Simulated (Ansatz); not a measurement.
The system is TaN.

```
CELL_PARAMETERS angstrom
5.19600 0.00000 0.00000
-2.59800 4.49987 0.00000
0.00000 0.00000 2.91100
ATOMIC_POSITIONS crystal
Ta 0.00000 0.00000 0.00000
Ta 0.66667 0.33333 0.50000
Ta 0.33333 0.66667 0.50000
N 0.00000 0.39285 0.00000
N 0.60715 0.60715 0.00000
N 0.39285 0.00000 0.00000
```

* Program: Ansatz 0.2.0
* Task: relaxation of cell and atoms
* Functional: BLYP
* Potentials or basis: Ansatz PAW
* Cutoff: 420 eV (not typed: the program's choice for these potentials)
* k mesh: 6 × 6 × 9
* Occupations: fermi-dirac, width 0.05 eV
* Spin: no spin polarisation

At the start: volume 11.34 Å³/atom.

Q: How do energy, volume and symmetry change on relaxing?

A: It ends after 8 steps and the volume is 11.92 Å³/atom (+5.1 %); space group P-62m (No. 189, to 0.05 Å).

The path:
| step | energy change (eV) | largest force (eV/Å) | volume (Å³) |
| --- | --- | --- | --- |
| 1 | 0.0000 | 0.0417 | 68.06 |
| 2 | -0.1129 | 0.0206 | 72.83 |
| 3 | -0.1421 | 0.0821 | 71.68 |
| 4 | -0.1471 | 0.0222 | 71.42 |
| 5 | -0.1470 | 0.0020 | 71.46 |
| 6 | -0.1605 | 0.0025 | 71.46 |
| 7 | -0.1603 | 0.0000 | 71.53 |
| 8 | -0.1605 | 0.0000 | 71.53 |

Final structure:
```
CELL_PARAMETERS angstrom
5.29512 0.00000 0.00000
-2.64756 4.58571 0.00000
0.00000 0.00000 2.94565
ATOMIC_POSITIONS crystal
Ta 0.00000 0.00000 0.00000
Ta 0.66667 0.33333 0.50000
Ta 0.33333 0.66667 0.50000
N 0.00000 0.38995 0.00000
N 0.61005 0.61005 0.00000
N 0.38995 0.00000 0.00000
```

Caveat: the plane-wave basis is chosen anew once the cell has moved, so the energies of steps on either side of that aren't comparable; the pressure holds a Pulay correction of +0.5 GPa for the finite cutoff; the PAW data sets come from PBE, with cores solved anew for the run's functional, which leaves a small shift of forces and pressure.
